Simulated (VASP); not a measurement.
# Ag (P6_3/mmc) in VASP: density of states with PBE

Aim: the density of states of Ag with PBE.

All numbers are computed with VASP 6.6.1; they aren't measurements. Logs are shortened: lines on timing, memory, paths and dates and some standing lists are left out, and cuts for length are marked.

## 1. The crystal as given

It takes space group P6_3/mmc (No. 194, hexagonal). Conventional cell: a = 2.934 Å, b = 2.934 Å, c = 4.799 Å, α = 90.00°, β = 90.00°, γ = 120.00°. Ag (site symmetry -6m2) is surrounded by 12 Ag at 2.93 to 2.94 Å.

This isn't the form of Ag at room conditions, which is fcc.

## 2. Density of states, PBE

The input, POSCAR:

```
Ag
1.0
    2.9341772341      0.0000000000      0.0000000000
   -1.4670886171      2.5410720240      0.0000000000
    0.0000000000      0.0000000000      4.7990771603
Ag
2
Direct
    0.3333333333      0.6666666667      0.2500000000
    0.6666666667      0.3333333333      0.7500000000
```

The input, INCAR.step1:

```
SYSTEM = Ag
PREC     = Accurate       ! precision mode
ENCUT    = 520            ! plane-wave cutoff, eV
EDIFF    = 1E-7           ! SCF threshold, eV
ISMEAR   = 0              ! smearing method
SIGMA    = 0.1            ! smearing width, eV
LREAL    = .FALSE.        ! projectors in reciprocal space
LASPH    = .TRUE.         ! aspherical terms in the spheres
NELM     = 100            ! most SCF steps
ALGO     = Fast           ! electronic algorithm
ISIF     = 2              ! what is computed and relaxed
LWAVE    = .FALSE.        ! write WAVECAR
LCHARG   = .TRUE.         ! write CHGCAR
LMAXMIX  = 4              ! l up to which the mixer works
GGA      = PE             ! functional
NBANDS   = 18             ! bands
```

The input, KPOINTS.step1:

```
Automatic mesh
0
G
  18 18 10
  0 0 0
```

The input, INCAR.step2:

```
SYSTEM = Ag
PREC     = Accurate       ! precision mode
ENCUT    = 520            ! plane-wave cutoff, eV
EDIFF    = 1E-7           ! SCF threshold, eV
ISMEAR   = -5             ! smearing method
SIGMA    = 0.1            ! smearing width, eV
LREAL    = .FALSE.        ! projectors in reciprocal space
LASPH    = .TRUE.         ! aspherical terms in the spheres
NELM     = 100            ! most SCF steps
ALGO     = Fast           ! electronic algorithm
ISIF     = 2              ! what is computed and relaxed
LWAVE    = .FALSE.        ! write WAVECAR
LCHARG   = .FALSE.        ! write CHGCAR
LMAXMIX  = 4              ! l up to which the mixer works
GGA      = PE             ! functional
LORBIT   = 10             ! projections on sites
NEDOS    = 2001           ! points of the DOS
ICHARG   = 11             ! starting density
```

The input, KPOINTS.step2:

```
Automatic mesh
0
G
  27 27 15
  0 0 0
```

Potentials or basis: VASP PAW PBE potentials, release 64 (Ag).

Command:

```console
> cat potpaw_PBE.64/Ag/POTCAR > POTCAR
> cp INCAR.step1 INCAR
> cp KPOINTS.step1 KPOINTS
> mpirun -np 1 vasp_std > vasp.out
> cp INCAR.step2 INCAR
> cp KPOINTS.step2 KPOINTS
> mpirun -np 1 vasp_std > vasp.out
```

OUTCAR:

```text
SYSTEM = Ag
   PREC = Accurate
   ENCUT = 520
   EDIFF = 1E-7
   ISMEAR = -5
   LREAL = .FALSE.
   LASPH = .TRUE.
   NELM = 100
   ISIF = 2
   GGA = PE
   LORBIT = 10
   ICHARG = 11

 ion  position               nearest neighbor table
   1  0.333  0.667  0.250-   2 2.94   2 2.94   2 2.94   2 2.94   2 2.94   2 2.94
   2  0.667  0.333  0.750-   1 2.94   1 2.94   1 2.94   1 2.94   1 2.94   1 2.94

  LATTYP: Found a hexagonal cell.
 ALAT       =     2.9341772341
 C/A-ratio  =     1.6355784867

  Lattice vectors:

 A1 = (   2.9341772341,   0.0000000000,   0.0000000000)
 A2 = (  -1.4670886171,   2.5410720240,   0.0000000000)
 A3 = (   0.0000000000,   0.0000000000,   4.7990771603)

Analysis of symmetry for initial positions (statically):
=====================================================================
 Subroutine PRICEL returns:
 Original cell was already a primitive cell.

 Routine SETGRP: Setting up the symmetry group for a
 hexagonal supercell.

 Subroutine GETGRP returns: Found 24 space group operations
 (whereof 12 operations were pure point group operations)
 out of a pool of 24 trial point group operations.

The static configuration has the point symmetry D_3d.
 The point group associated with its full space group is D_6h.

Analysis of symmetry for dynamics (positions and initial velocities):
=====================================================================
 Subroutine PRICEL returns:
 Original cell was already a primitive cell.

 Routine SETGRP: Setting up the symmetry group for a
 hexagonal supercell.

 Subroutine GETGRP returns: Found 24 space group operations
 (whereof 12 operations were pure point group operations)
 out of a pool of 24 trial point group operations.

The dynamic configuration has the point symmetry D_3d.
 The point group associated with its full space group is D_6h.

 Subroutine INISYM returns: Found 24 space group operations
 (whereof 12 operations are pure point group operations),
 and found     1 'primitive' translations

----------------------------------------------------------------------------------------

                                     Primitive cell

  volume of cell :      35.7817

  direct lattice vectors                    reciprocal lattice vectors
     2.934177234  0.000000000  0.000000000     0.340811042  0.196767347  0.000000000
    -1.467088617  2.541072024  0.000000000     0.000000000  0.393534693  0.000000000
     0.000000000  0.000000000  4.799077160     0.000000000  0.000000000  0.208373395

  length of vectors
     2.934177234  2.934177234  4.799077160     0.393534693  0.393534693  0.208373395

  position of ions in fractional coordinates (direct lattice)
     0.333333333  0.666666667  0.250000000
     0.666666667  0.333333333  0.750000000

  ion indices of the primitive-cell ions
   primitive index   ion index
                 1           1
                 2           2

----------------------------------------------------------------------------------------

 KPOINTS: Automatic mesh

Automatic generation of k-mesh.
 Grid dimensions read from file:
 generate k-points for:   27   27   15

 Generating k-lattice:

  Cartesian coordinates                     Fractional coordinates (reciprocal lattice)
     0.012622631  0.007287680  0.000000000     0.037037037 -0.000000000  0.000000000
     0.000000000  0.014575359  0.000000000     0.000000000  0.037037037  0.000000000
     0.000000000  0.000000000  0.013891560     0.000000000  0.000000000  0.066666667

  Length of vectors
     0.014575359  0.014575359  0.013891560

  Shift w.r.t. Gamma in fractional coordinates (k-lattice)
     0.000000000  0.000000000  0.000000000

 TETIRR: Found  10722 inequivalent tetrahedra from    65610

 Subroutine IBZKPT returns following result:
 ===========================================

 Found    600 irreducible k-points:

 Following reciprocal coordinates:
            Coordinates               Weight
  0.000000  0.000000  0.000000      1.000000
  0.037037  0.000000  0.000000      6.000000
  0.074074  0.000000  0.000000      6.000000
  0.111111  0.000000  0.000000      6.000000
  0.148148  0.000000  0.000000      6.000000
  0.185185  0.000000  0.000000      6.000000
[... 16 lines left out ...]
  0.333333  0.037037  0.000000     12.000000
  0.370370  0.037037  0.000000     12.000000
 [... further k-points ...]
   k-points           NKPTS =    600   k-points in BZ     NKDIM =    600   number of bands    NBANDS=     15
   number of dos      NEDOS =   2001   number of ions     NIONS =      2
   total plane-waves  NPLWV =  20736
   dimension x,y,z NGX =    24 NGY =   24 NGZ =   36
   dimension x,y,z NGXF=    48 NGYF=   48 NGZF=   72
   ions per type =               2
   NGX,Y,Z   is equivalent  to a cutoff of  13.60, 13.60, 12.47 a.u.
   NGXF,Y,Z  is equivalent  to a cutoff of  27.20, 27.20, 24.94 a.u.
 SYSTEM =  Ag
   PREC   = accura    normal or accurate (medium, high low for compatibility)
   ISTART =      0    job   : 0-new  1-cont  2-samecut
   ICHARG =     11    charge: 1-file 2-atom 10-const
   ISPIN  =      1    spin polarized calculation?
   LNONCOLLINEAR =      F non collinear calculations
   LSORBIT =      F    spin-orbit coupling
   LASPH  =      T    aspherical Exc in radial PAW
   ENCUT  =  520.0 eV  38.22 Ry    6.18 a.u.   5.46  5.46  8.92*2*pi/ulx,y,z
   NELM   =    100;   NELMIN=  2; NELMDL=  0     # of ELM steps
   EDIFF  = 0.1E-06   stopping-criterion for ELM
   LREAL  =      F    real-space projection
   EDIFFG = 0.1E-05   stopping-criterion for IOM
   NSW    =      0    number of steps for IOM
   IBRION =     -1    ionic relax: 0-MD 1-quasi-New 2-CG
   NFREE  =      0    steps in history (QN), initial steepest desc. (CG)
   ISIF   =      2    stress and relaxation
   ISYM   =      2    0-nonsym 1-usesym 2-fastsym
   POTIM  = 0.5000    time-step for ionic-motion
   TEBEG  =    0.0;   TEEND  =   0.0 temperature during run
   PSTRESS=    0.0 pullay stress
   NELECT =      22.0000    total number of electrons
   NUPDOWN=      -1.0000    fix difference up-down
   EMIN   =  10.00;   EMAX   =-10.00  energy-range for DOS
   EFERMI =   0.00;   METHOD = LEGACY
   ISMEAR =    -5;   SIGMA  =   0.10  broadening in eV -4-tet -1-fermi 0-gaus
   EFERMI_NEDOS =   21; number of points for ismear=-14 and -15
   IALGO  =     68    algorithm
   IMIX   =      4    mixing-type and parameters
     AMIX     =   0.40;   BMIX     =  1.00
     AMIX_MAG =   1.60;   BMIX_MAG =  1.00
  volume/ion in A,a.u.               =      17.89       120.73
  Fermi-wavevector in a.u.,A,eV,Ry     =   1.392073  2.630637 26.366288  1.937868
  Thomas-Fermi vector in A             =   2.515851
   LORBIT       =     10    0 simple, 1 ext, 2 COOP (PROOUT), +10 PAW based schemes
   GGA     = PE    functional components
   LHFCALC =     F    Hartree Fock is set to
   AEXX    =    0.0000 exact exchange contribution
   IVDW    =     0    specifies the selected vdW correction
   LEPSILON=     F    determine dielectric tensor
   LRPA    =     F    only Hartree local field effects (RPA)
 non-spin polarized calculation
 RMM-DIIS sequential band-by-band and
 Fermi weights with tetrahedron method with Bloechl corrections
  energy-cutoff  :      520.00
  volume of cell :       35.78
 maximum number of plane-waves:       990
 NGX is ok and might be reduce to    24

 number of electron      22.0000003 magnetization

 Free energy of the ion-electron system (eV)
  ---------------------------------------------------
  ext. energy  EPLUGINS =         0.00000000
  ---------------------------------------------------
  free energy    TOTEN  =        -5.42773704 eV

  energy without entropy =       -5.42773704  energy(sigma->0) =       -5.42773704

 E-fermi :   7.8196     XC(G=0): -11.9233

 val. band max:        7.8181013825   @ k =   0.0370   0.0370   0.0000
 cond. band min:       7.8056766289   @ k =   0.4074   0.0000   0.4667
 fundamental gap:     -0.0124247535
 Fermi energy:         7.8196157070

 k-point     1 :       0.0000    0.0000    0.0000
  band No.  band energies     occupation
      1       0.3585      2.00000
      2       1.6734      2.00000
      3       3.1327      2.00000
      4       3.2275      2.00000
      5       3.2275      2.00000
      6       3.4443      2.00000
      7       3.4443      2.00000
      8       3.7708      2.00000
      9       3.7708      2.00000
     10       4.6989      2.00000
     11       4.6989      2.00000
     12       7.5004      2.00000
     13      11.0973      0.00000
     14      23.3041      0.00000
     15      25.2315      0.00000

 k-point     2 :       0.0370    0.0000    0.0000
  band No.  band energies     occupation
      1       0.3954      2.00000
      2       1.6947      2.00000
      3       3.1050      2.00000
      4       3.2463      2.00000
      5       3.2538      2.00000
      6       3.4366      2.00000
      7       3.4615      2.00000
      8       3.7542      2.00000
      9       3.7596      2.00000
     10       4.6312      2.00000
     11       4.7037      2.00000
     12       7.6116      2.03143
     13      11.1057      0.00000
     14      23.2303      0.00000
     15      24.7408      0.00000
[... 365 lines left out ...]
      3       2.3565      2.00000
      4       3.2370      2.00000
      5       3.4469      2.00000
      6       3.5576      2.00000
      7       3.5661      2.00000
      8       4.4897      2.00000
      9       4.5378      2.00000
     10       4.8458      2.00000
     11       5.2834      2.00000
     12      12.3011      0.00000
     13      12.6126      0.00000
     14      13.5313      0.00000
     15      18.9187      0.00000

 k-point    24 :       0.3704    0.0370    0.0000
  band No.  band energies     occupation
      1       1.8515      2.00000
      2       2.1001      2.00000
      3       2.2321      2.00000
      4       3.1951      2.00000
      5       3.5146      2.00000
      6       3.5246      2.00000
      7       3.7605      2.00000
      8       4.6294      2.00000
      9       4.7018      2.00000
     10       4.8530      2.00000
     11       5.9238      2.00000
     12      11.8017      0.00000
     13      13.3112      0.00000
     14      13.3275      0.00000
     15      18.4994      0.00000

 [... further k-points ...]

------------------------ aborting loop because EDIFF is reached ----------------------------------------

  FORCE on cell =-STRESS in cart. coord.  units (eV):
  Direction    XX          YY          ZZ          XY          YZ          ZX
  --------------------------------------------------------------------------------------
  -------------------------------------------------------------------------------------
  Total       -0.1220761     -0.1220761     -0.0865665      0.0000000     -0.0000000      0.0000000
  in kB       -5.4661343     -5.4661343     -3.8761402      0.0000000     -0.0000000      0.0000000
  external PRESSURE =      -4.9361363 kB  Pullay stress =       0.0000000 kB

 VOLUME and BASIS-vectors are now :
 -----------------------------------------------------------------------------
  energy-cutoff  :      520.00
  volume of cell :       35.78
      direct lattice vectors                 reciprocal lattice vectors
     2.934177234  0.000000000  0.000000000     0.340811042  0.196767347  0.000000000
    -1.467088617  2.541072024  0.000000000     0.000000000  0.393534693  0.000000000
     0.000000000  0.000000000  4.799077160     0.000000000  0.000000000  0.208373395

 POSITION                                       TOTAL-FORCE (eV/Angst)
 -----------------------------------------------------------------------------------
     -0.00000      1.69405      1.19977        -0.000000     -0.000000     -0.000000
      1.46709      0.84702      3.59931         0.000000      0.000000      0.000000
 -----------------------------------------------------------------------------------
    total drift:                               -0.000000      0.000000     -0.000000

  FREE ENERGIE OF THE ION-ELECTRON SYSTEM (eV)
  ---------------------------------------------------
  free  energy   TOTEN  =        -5.4277370425 eV

  energy  without entropy=       -5.4277370425  energy(sigma->0) =       -5.42773704

 total charge

# of ion       s       p       d       tot
------------------------------------------
    1        0.407   0.269   9.159   9.835
    2        0.407   0.269   9.159   9.835
--------------------------------------------------
tot          0.815   0.537  18.317  19.669
```

It took 94 s on 1 thread of Intel Xeon 6975P-C (Granite Rapids), shared host; peak memory 0.39 GiB.

Results:

```yaml
Valence_electrons_inside_the_program's_atomic_spheres: Ag 9.84
```

Levels at points of the mesh, in eV from the Fermi level:
| k point | band 8 | band 9 | band 10 | band 11 | band 12 | band 13 | band 14 | band 15 |
| --- | --- | --- | --- | --- | --- | --- | --- | --- |
| (0.00, 0.00, 0.00) | -4.05 | -4.05 | -3.12 | -3.12 | -0.32 | 3.28 | 15.48 | 17.41 |

States per cell in windows of 0.5 eV (zero at the Fermi level; states under -8 eV left out):
```tsv
from (eV)	total	Ag1_d	Ag2_d	Ag1_p	Ag2_p	Ag1_s	Ag2_s
-8.0	0.00	0.00	0.00	0.00	0.00	0.00	0.00
-7.5	0.04	0.00	0.00	0.00	0.00	0.01	0.01
-7.0	0.10	0.00	0.00	0.00	0.00	0.02	0.02
-6.5	0.37	0.09	0.09	0.00	0.00	0.04	0.04
-6.0	3.03	1.12	1.12	0.02	0.02	0.11	0.11
-5.5	2.85	1.18	1.18	0.03	0.03	0.04	0.04
-5.0	3.21	1.40	1.40	0.03	0.03	0.02	0.02
-4.5	3.54	1.57	1.57	0.03	0.03	0.02	0.02
-4.0	2.65	1.20	1.20	0.02	0.02	0.01	0.01
-3.5	3.93	1.88	1.88	0.01	0.01	0.01	0.01
-3.0	1.02	0.46	0.46	0.01	0.01	0.01	0.01
-2.5	0.22	0.06	0.06	0.01	0.01	0.02	0.02
-2.0	0.22	0.05	0.05	0.01	0.01	0.02	0.02
-1.5	0.23	0.04	0.04	0.02	0.02	0.02	0.02
-1.0	0.24	0.04	0.04	0.02	0.02	0.02	0.02
-0.5	0.29	0.04	0.04	0.03	0.03	0.02	0.02
0.0	0.28	0.03	0.03	0.04	0.04	0.02	0.02
0.5	0.26	0.03	0.03	0.04	0.04	0.02	0.02
1.0	0.26	0.03	0.03	0.04	0.04	0.02	0.02
1.5	0.29	0.03	0.03	0.04	0.04	0.02	0.02
2.0	0.28	0.03	0.03	0.04	0.04	0.02	0.02
2.5	0.22	0.02	0.02	0.03	0.03	0.01	0.01
3.0	0.20	0.02	0.02	0.03	0.03	0.01	0.01
3.5	0.18	0.02	0.02	0.02	0.02	0.02	0.02
4.0	0.18	0.02	0.02	0.02	0.02	0.02	0.02
4.5	0.36	0.04	0.04	0.03	0.03	0.06	0.06
5.0	0.47	0.05	0.05	0.04	0.04	0.07	0.07
5.5	0.42	0.04	0.04	0.04	0.04	0.06	0.06
6.0	0.42	0.03	0.03	0.05	0.05	0.05	0.05
6.5	0.44	0.03	0.03	0.06	0.06	0.04	0.04
7.0	0.42	0.03	0.03	0.06	0.06	0.04	0.04
7.5	0.41	0.03	0.03	0.06	0.06	0.03	0.03
```

Caveat: tetrahedron occupations give inexact forces and stress in metals.
